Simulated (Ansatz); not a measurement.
Moving the functional in Ru

The cell as given:

Symmetry: P6_3/mmc, No. 194, hexagonal system. Conventional cell: a = 2.706 Å, b = 2.706 Å, c = 4.282 Å, α = 90.00°, β = 90.00°, γ = 120.00°. Ru (site symmetry -6m2) is surrounded by 12 Ru at 2.65 to 2.71 Å.

Kept alike: task relaxation of cell and atoms; k mesh 11 × 11 × 6; occupations fermi-dirac, width 0.05 eV; no spin polarisation. Program: Ansatz, Ansatz PAW. Cutoffs run from 420 to 500 eV. The mesh is that of the run's cell of 2 atoms. No spin-orbit coupling.

| functional | volume (Å³/atom) | first edge of the run's cell (Å) | third edge of the run's cell (Å) |
| --- | --- | --- | --- |
| BLYP | 14.419 | 2.764 | 4.360 |
| LDA | 13.089 | 2.673 | 4.230 |
| PBE | 13.770 | 2.720 | 4.300 |
| PBEsol | 13.323 | 2.689 | 4.254 |
| RPBE | 13.968 | 2.733 | 4.320 |
| r2SCAN | 13.494 | 2.702 | 4.268 |
| revPBE | 13.911 | 2.729 | 4.314 |

The relaxations keep at least the cell's symmetry (P6_3/mmc). For a metal such a mesh leaves the last digits unconverged. Relaxations stop with a little pressure left, so the last digits of a volume or edge aren't settled. Ansatz's relaxations hold a Pulay term in the stress (up to 0.1 GPa here). All rows use potentials made for PBE.

Task: What does the functional change here?

Result: The volume runs from 13.089 (LDA) to 14.419 Å³/atom (BLYP). From PBE: BLYP +0.649; LDA -0.681; PBEsol -0.447; RPBE +0.198; r2SCAN -0.276; revPBE +0.141. The first edge of the run's cell runs from 2.673 (LDA) to 2.764 Å (BLYP). From PBE: BLYP +0.044; LDA -0.047; PBEsol -0.031; RPBE +0.013; r2SCAN -0.018; revPBE +0.009. The third edge of the run's cell runs from 4.230 (LDA) to 4.360 Å (BLYP). From PBE: BLYP +0.060; LDA -0.070; PBEsol -0.046; RPBE +0.020; r2SCAN -0.032; revPBE +0.014.
